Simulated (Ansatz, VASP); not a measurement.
**Two plane-wave programs on Cu**

```xyz
2
Lattice="0.0000 -1.8075 -1.8075 0.0000 1.8075 -1.8075 3.6150 0.0000 0.0000" Properties=species:S:1:pos:R:3 pbc="T T T"
Cu    1.8450    0.0000   -1.8075
Cu   -0.0375    0.0000    0.0000
```

Change from the starting cell: mode 6 (244.6 1/cm) frozen in, largest displacement +0.037 Å.

Alike in both runs: task single point; functional PBE; k mesh 18 × 18 × 14; occupations gaussian, width 0.15 eV; no spin polarisation.

|  | VASP | Ansatz |
| --- | --- | --- |
| version | VASP 6.6.1 | Ansatz 0.2.0 |
| potentials or method | VASP PAW PBE potentials, release 64 (Cu) | scalar-relativistic, plane waves, PAW |
| plane-wave cutoff (eV) | 520 | 420 |
| valence electrons in the cell | 22 | 38 |

Ansatz gave:

| Item | Value |
| --- | --- |
| gap on the k mesh at the Fermi level (eV) | none |
| pressure (GPa) | 2.3 |
| largest component of the traceless stress (GPa) | 0.29 |
| rms of the force components (eV/Å) | 0.304 |

Problem. Estimate VASP's values.

Solution. gap on the k mesh at the Fermi level (eV): none; pressure (GPa): 2.8; largest component of the traceless stress (GPa): 0.28; rms of the force components (eV/Å): 0.305.

Atom by atom the forces differ by 0.001 eV/Å (rms over components). A gap of «none» marks a metal or a gap that the smearing closes. The two sets of potentials don't hold the same shells in valence.
